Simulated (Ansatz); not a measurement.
Runs of Ansatz 0.2.0 on MoS2. It takes space group P6_3/mmc (No. 194, hexagonal). The conventional cell has a = 3.169 Å, b = 3.169 Å, c = 12.324 Å, α = 90.00°, β = 90.00°, γ = 120.00°. Mo (site symmetry -6m2) is surrounded by 6 S at 2.41 Å. S (site symmetry 3m) has 3 Mo at 2.41 Å as nearest neighbours. 

| task | level | potentials or basis | spin | k mesh | cutoff (eV) | points for each segment of the path | gap on the mesh (eV) | pressure (GPa) | V0 of scaled cells (Å³/atom) | B0 (GPa) | largest force (eV/Å) |
| --- | --- | --- | --- | --- | --- | --- | --- | --- | --- | --- | --- |
| equation of state | PBE+D3(BJ) | Ansatz PAW | off | 10 × 10 × 3 | 420 | - | - | - | (b) | 152 | - |
| equation of state | PBE | Ansatz PAW small core | off | 10 × 10 × 3 | 420 | - | - | - | 18.11 | 143 | - |
| band structure | r2SCAN | Ansatz PAW | SOC, no magnetisation | 10 × 10 × 3 | 500 | 14 | 1.02 | 0.8 | - | - | 0.24 |
| single point | HISS | Ansatz PAW | off | 6 × 6 × 2 | 420 | - | 1.58 | (c) | - | - | 0.86 |
| single point | PBE | Ansatz PAW | off | 10 × 10 × 3 | 300 | - | 0.93 | (a) | - | - | 0.05 |

Alike in all rows: cell as given; smearing fermi-dirac 0.05 eV.

Problem. Estimate the missing entries.

Solution. (a) 2.2; (b) 17.64; (c) -5.2.

Caveats: the cell was scaled at fixed shape and fractional positions, which overstates the stiffness of a crystal with free parameters, most of all of layers and chains (some runs); this functional lacks dispersion, which binds the layers, so the pressure and a relaxed spacing across them are unreliable (some runs); the PAW data sets come from PBE, with cores solved anew for the run's functional, which leaves a small shift of forces and pressure (some runs); the thresholds are loose for stress (some runs); odd divisions of the mesh miss points on the zone boundary, where band edges often lie, so the gap on the mesh can be too wide (some runs); the cutoff lies under the one recommended for these potentials (some runs).

A k mesh can miss the band edges, and rows without SOC leave out spin-orbit coupling on Mo.
